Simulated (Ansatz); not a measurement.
O (Cmme) from a database structure: an Ansatz output whose functional has been blanked. The geometry is the r2SCAN+rVV10 minimum.

```
O
1.0
     4.04223    0.00000   -0.05110
     0.00000    4.02616    0.00000
    -1.06457    0.00000    2.79145
O
4
Direct
  0.33986 0.68420 0.67024
  0.66014 0.68420 0.82976
  0.66014 0.31580 0.32976
  0.33986 0.31580 0.17024
```

```
Crystal: 4 atoms, lattice volume = 45.211 Å³
Basis set: ecut = 420 eV, 885 PW (Γ)
Bands: 17, of which v1, the nominal top of the filled ones, is band 12 counted from 1 (11 counted from 0)
Symmetry: 4 space group operations
Space group: P2/c (ITA 13)
k-points: 60 of 144
[warm-up without exact exchange]
SCF 1 stopped early in 4 iterations: F = -2259.865235 eV  dr2 = 6.74e-6
[exact exchange on]
SCF 2 stopped early in 5 iterations: F = -2260.155245 eV  dr2 = 1.47e-5
hybrid outer 1: dexx = +7.284e-2 eV, tail = 2.22e-4 eV
SCF 3 converged in 8 iterations: F = -2260.156654 eV  dr2 = 7.81e-12
hybrid outer 2: dexx = +8.014e-5 eV, tail = 6.46e-7 eV, Δε = 1.38e-2 eV, ΔF = 9.52e-3 eV/Å
SCF 4 converged in 4 iterations: F = -2260.156658 eV  dr2 = 5.82e-11
hybrid outer 3: dexx = +8.271e-8 eV, tail = 2.15e-9 eV, Δε = 6.81e-4 eV, ΔF = 5.72e-4 eV/Å
hybrid SCF converged: 3 outer / 17 inner (+4 warm-up)
Free energy (F): -2260.156658 eV
Fermi energy:    -1.275619 eV
--- Forces (eV/Å), atoms counted from 1 ---
  atom   1  O       1.37740    -0.81463      0.52480
  atom   2  O     -1.37740    -0.81463    -0.52480
  atom   3  O     -1.37740      0.81463    -0.52480
  atom   4  O       1.37740      0.81463      0.52480
--- Stress (GPa, compression-positive) ---
       -8.997126       0.000000      -1.458644
        0.000000      -4.898136       0.000000
       -1.458644       0.000000      -5.749443
  P = ⅓ Tr σ = -6.5482 GPa (-65.482 kbar)
--- Band table (eV; the first three rows and the last of 60) ---
  k-point 0: bands = […, -10.7582, -9.4954, -7.2348, -7.1612, -2.1128, -1.9442, 6.7577, 6.8000, 14.4682, 18.2385, …]
  k-point 1: bands = […, -10.9959, -9.4009, -7.5084, -7.0810, -2.2670, -2.1463, 6.5824, 6.8959, 14.9611, 17.7697, …]
  k-point 2: bands = […, -10.3540, -9.4102, -7.8524, -7.2215, -2.6585, -2.3353, 6.3379, 6.8597, 15.6769, 16.9673, …]
  k-point 59: bands = […, -9.7580, -9.7580, -6.8812, -6.8812, -3.3157, -3.3157, 7.3786, 7.3786, 16.3184, 16.3184, …]
```

**Question.** Which functional gave these numbers?
A. r2SCAN0
B. LC-ωPBE
C. r2SCANh
D. r2SCAN

**Answer.** B. LC-ωPBE. The exchange loop shows exact exchange. With LC-ωPBE the valence top lies at Z and the conduction bottom at C₂, 6.60 eV higher; the smallest vertical gap, at C₂, is 6.62 eV. Least and direct gap differ so little that the kind isn't settled. The stress of a hybrid is loosely converged here. Within one family of functionals the choice rests on the size of the gap and stress, not on a line of the log.

Run as `ansatz run input.yaml --threads 2 --pin off --max-ram 2211MiB --backend cpu --events-out ev --progress --plain --runs-dir out`. Wall time 31 s on 2 threads of Arm Neoverse V2, with other jobs on the host; peak host memory 1.3 GiB.

No spin polarisation and no zero-point or thermal motion.

The meshes of the hybrids are coarse, so their gaps aren't converged to the digits shown.
